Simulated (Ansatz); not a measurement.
# AlAs: the cost of one run

Program: Ansatz 0.2.0. Level of theory: DFT LDA, scalar-relativistic, plane waves, PAW. These are calculated values, not measurements.

4 further runs of the same task are left out: 1 that didn't finish, 3 set aside as unsound or not needed.

### Step 1. The starting structure

Symmetry: F-43m, No. 216, cubic system. The conventional cell has a = 5.629 Å, b = 5.629 Å, c = 5.629 Å, α = 90.00°, β = 90.00°, γ = 90.00°. Al (site symmetry -43m) has 4 As at 2.44 Å as nearest neighbours. Around As (site symmetry -43m) lie 4 Al at 2.44 Å.

Structure file:

```xyz
2
Lattice="0.0000 2.8145 2.8145 2.8145 0.0000 2.8145 2.8145 2.8145 0.0000" Properties=species:S:1:pos:R:3 pbc="T T T"
Al    0.0000    0.0000    0.0000
As    4.2218    4.2218    4.2218
```

It is the result of an earlier relaxation at this level (volume 22.30 Å³/atom; gap on the mesh: 1.32 eV).

### Step 2. The cell under 12 GPa

At a set pressure the run lowers the enthalpy E + PV, so the energy alone may rise along the way.

File input.yaml:

```yaml
crystal:
  lattice:
    - [0.0, 2.8145444728, 2.8145444728]
    - [2.8145444728, 0.0, 2.8145444728]
    - [2.8145444728, 2.8145444728, 0.0]
  atoms:
    - { symbol: Al, position: [0.0, 0.0, 0.0] }
    - { symbol: As, position: [0.75, 0.75, 0.75] }
basis:
  ecutwfc: 420
kpoints:
  mp_grid: { grid: [8, 8, 8] }
hamiltonian:
  xc: lda
scf:
  occupations: { method: fixed }
output:
  forces: true
  stress: true
  eigenvalues: true
relax:
  adjacent_minimum: "off"
  f_tol: 0.001
  max_steps: 60
  cell: { stress_tol: 0.02, p_target: 12.0 }
```

Started as:

```
$ ansatz run input.yaml --threads 1 --pin off --max-ram 3072MiB --backend cpu --events-out ev --progress --plain --runs-dir out
```

What time and memory should one allow on 1 thread of AMD EPYC 9R45 (Zen 5), shared host?

About 3.8 s, with a peak of 0.37 GiB.
